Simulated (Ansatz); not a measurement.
Runs of Ansatz 0.2.0 on ZnS. Symmetry: F-43m, No. 216, cubic system. The conventional cell has a = 5.404 Å, b = 5.404 Å, c = 5.404 Å, α = 90.00°, β = 90.00°, γ = 90.00°. Zn (site symmetry -43m) is surrounded by 4 S at 2.34 Å. S (site symmetry -43m) has 4 Zn at 2.34 Å as nearest neighbours. 

| task | level | cell | k mesh | cutoff (eV) | smearing | q mesh | points for each segment of the path | mesh quality | gap on the mesh (eV) | pressure (GPa) | V0 of scaled cells (Å³/atom) | B0 (GPa) |
| --- | --- | --- | --- | --- | --- | --- | --- | --- | --- | --- | --- | --- |
| phonons | PBE | as given | 7 × 7 × 7 | 420 | fixed | 2 × 2 × 2 | 8 | not flagged | 2.11 | - | - | - |
| relaxation of cell and atoms | r2SCAN+D4 | relaxed | 9 × 9 × 9 | 500 | fermi-dirac 0.05 eV | - | - | not flagged | 2.76 | 0.0 | - | - |
| equation of state | r2SCAN+D4 | as given | 9 × 9 × 9 | 500 | fermi-dirac 0.05 eV | - | - | not flagged | - | - | 19.34 | (a) |
| band structure | PBE | as given | 9 × 9 × 9 | 420 | fermi-dirac 0.05 eV | - | 14 | not flagged | 2.11 | (b) | - | - |
| equation of state | LC-wPBE | as given | 5 × 5 × 5 | 420 | fermi-dirac 0.05 eV | - | - | coarse | - | - | 19.09 | 89 |

Alike in all rows: potentials or basis Ansatz PAW; no spin polarisation.

Question: Fill in the values left out.

Answer: (a) 81; (b) 1.6.

Caveats: some runs use coarse meshes; the PAW data sets come from PBE, with cores solved anew for the run's functional, which leaves a small shift of forces and pressure (some runs); odd divisions of the mesh miss points on the zone boundary, where band edges often lie, so the gap on the mesh can be too wide (some runs); the plane-wave basis is chosen anew once the cell has moved, so the energies of steps on either side of that aren't comparable (some runs).

A k mesh can miss the band edges.

Not every run made on this cell is shown here.
